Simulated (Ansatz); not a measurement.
Field gradients of CdI₂ from run to run

Cell of run 1: a Materials Project structure (computed, not necessarily an observed phase), taken as it stands.

```
Cd I
1.0
     4.28935    0.00000    0.00000
    -2.14468    3.71469    0.00000
     0.00000    0.00000   36.37279
Cd I
5 10
Direct
  0.66667 0.33333 0.80015
  0.00000 0.00000 0.40006
  0.33333 0.66667 0.19985
  0.00000 0.00000 0.59994
  0.00000 0.00000 0.00000
  0.66667 0.33333 0.95268
  0.33333 0.66667 0.04732
  0.66667 0.33333 0.15256
  0.33333 0.66667 0.44731
  0.33333 0.66667 0.84744
  0.66667 0.33333 0.35268
  0.00000 0.00000 0.75280
  0.33333 0.66667 0.64732
  0.66667 0.33333 0.55269
  0.00000 0.00000 0.24720
```

Atom numbers follow the list; atoms alike are taken as one site, whose name carries the number of the first.

All runs are DFT with Ansatz 0.2.0 (plane waves and PAW, scalar-relativistic unless spin–orbit coupling is named, Γ-centred meshes, Fermi–Dirac smearing where given) in this cell.

Run 1: PBE, atoms as given; 420 eV, 8×8×1 k-points, smearing 0.02 eV.
Run 2: r2SCAN, atoms as given; 500 eV, 8×8×1 k-points, smearing 0.02 eV.
Run 3: PBE with spin–orbit coupling, atoms as given; 420 eV, 8×8×1 k-points, smearing 0.02 eV.

```json
{"run": "1", "I6 V_zz (η)": "-5.95 (0.00)", "I8 V_zz (η)": "-6.13 (0.00)", "I11 V_zz (η)": "-6.04 (0.00)", "I12 V_zz (η)": "-5.98 (0.00)"}
{"run": "2", "I6 V_zz (η)": "?", "I8 V_zz (η)": "?", "I11 V_zz (η)": "?", "I12 V_zz (η)": "?"}
{"run": "3", "I6 V_zz (η)": "-5.96 (0.00)", "I8 V_zz (η)": "-6.14 (0.00)", "I11 V_zz (η)": "-6.05 (0.00)", "I12 V_zz (η)": "-5.98 (0.00)"}
```

V_zz in 10²¹ V/m²; 4 of the 6 sets of like atoms are followed.

Question: Estimate the row of run 2.

Answer: I6: -5.57 (0.00); I8: -5.76 (0.00); I11: -5.66 (0.00); I12: -5.58 (0.00). It lies nearest to run 1, from whose tensors on these sites it differs by 0.39 at most (largest principal value of the difference, on I12). Taken one at a time, the functional (r2SCAN with its higher cutoff) moves the tensors on these sites by up to 0.39 (largest principal value of the change, on I12), spin–orbit coupling by 0.01.

With these PAW files V_zz is typically within 2 to 3 % of all-electron values, but misses above 10 % occur on I.
